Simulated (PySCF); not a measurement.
## Reproducing measurements on propanal

**What was measured.**

NIST CCCBDB Release 22 (SRD 101), experimental polarizabilities lists, for the gas: mean polarisability 6.35 Å³.

How close the calculation comes is told at the end.

Compound: propanal, C3H6O.
Numbering: `[CH3:1][CH2:2][CH:3]=[O:4]` (hydrogens: H5, H6, H7 on C1; H8, H9 on C2; H10 on C3)

Structure used (PBE0-D3(BJ)/def2-TZVP), in Å, numbered top down from 1:
```
atom  x, y, z in Å
C1    -1.1038    0.3948   -0.0911
C2     0.0605   -0.5710   -0.0644
C3     1.3917    0.0729    0.1758
O4     1.5654    1.2495    0.3382
H5    -2.0415   -0.1316   -0.2747
H6    -0.9698    1.1440   -0.8728
H7    -1.1874    0.9293    0.8563
H8    -0.0611   -1.3393    0.7115
H9     0.1467   -1.1388   -1.0004
H10    2.2532   -0.6310    0.1984
```

The PySCF runs (gas phase, on this PBE0-D3(BJ)/def2-TZVP geometry; no spin–orbit coupling):

```tsv
level	job	basis functions	wall time
CAM-B3LYP/aug-cc-pVTZ	10 singlets by full TDDFT, 4 Tamm–Dancoff triplets, polarisability	322	40 s
PBE0/aug-cc-pVTZ	10 singlets by full TDDFT, 4 Tamm–Dancoff triplets, polarisability, dynamic polarisability	322	34 s
wB97X-D/aug-cc-pVTZ	10 singlets by full TDDFT, 4 Tamm–Dancoff triplets, polarisability, ΔSCF ions	322	63 s
```

Hardware: Arm Neoverse V1, one thread (shared host).

Results beside the measurements:

**Mean polarisability.** Measured: 6.35 Å³ (NIST CCCBDB Release 22 (SRD 101), experimental polarizabilities).

| level | computed (Å³) | computed − measured (Å³) | % (from the printed values) |
| --- | --- | --- | --- |
| CAM-B3LYP/aug-cc-pVTZ | 6.18 | -0.17 | -3 |
| PBE0/aug-cc-pVTZ | 6.23 | -0.12 | -2 |
| wB97X-D/aug-cc-pVTZ | 6.18 | -0.17 | -3 |

All 3 levels lie below the measurement. The computed values are static and purely electronic, with core orbitals frozen in the response (1 au = 0.148185 Å³). The table of measured values doesn't say here whether a value is static or optical, or holds a vibrational part. The measurement averages over conformers, the calculation has one.

The geometry is computed, not the measured one. Where a level misses, the cause wasn't examined.
